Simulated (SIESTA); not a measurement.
# MnO in SIESTA: the effect of basis

The system is MnO.

```
Mn O
1.0
     0.00000    2.22391    2.22391
     2.22391    0.00000    2.22391
     2.22391    2.22391    0.00000
Mn O
1 1
Cartesian
  0.0000 0.0000 0.0000
  2.2239 2.2239 2.2239
```

The cell is a database's computed one.

Alike in all runs:

* Program: SIESTA 5.4.2
* Task: single point
* Functional: PBE
* Potentials or basis: PseudoDojo 0.4 standard (PBE files)
* Grid cutoff: 800 Ry
* Energy shift: 0.003 Ry
* k mesh: 7 × 7 × 7
* Occupations: fermi-dirac, width 0.05 eV
* Spin: collinear spin, ferromagnetic start
* Starting moments: [4.0, 0.0] μB

```tsv
basis	pressure (GPa)	moment (μB)
SZ	-7.4	4.54
SZP	3.7	4.74
DZ	?	?
DZP	1.3	4.82
DZDP	1.1	4.80
TZP	1.1	4.82
TZDP	0.7	4.81
```

Question: What does the run with basis DZ give?

Answer: Pressure -1.7 GPa; moment 4.84 μB.

Caveats: short orbitals over semicore shells can move pressures by several GPa; the basis of atomic orbitals isn't converged, which shifts pressures, moduli and gaps; a cell with one magnetic atom can't hold antiferromagnetic order, which such compounds often take; the basis has no polarisation orbitals (some runs).
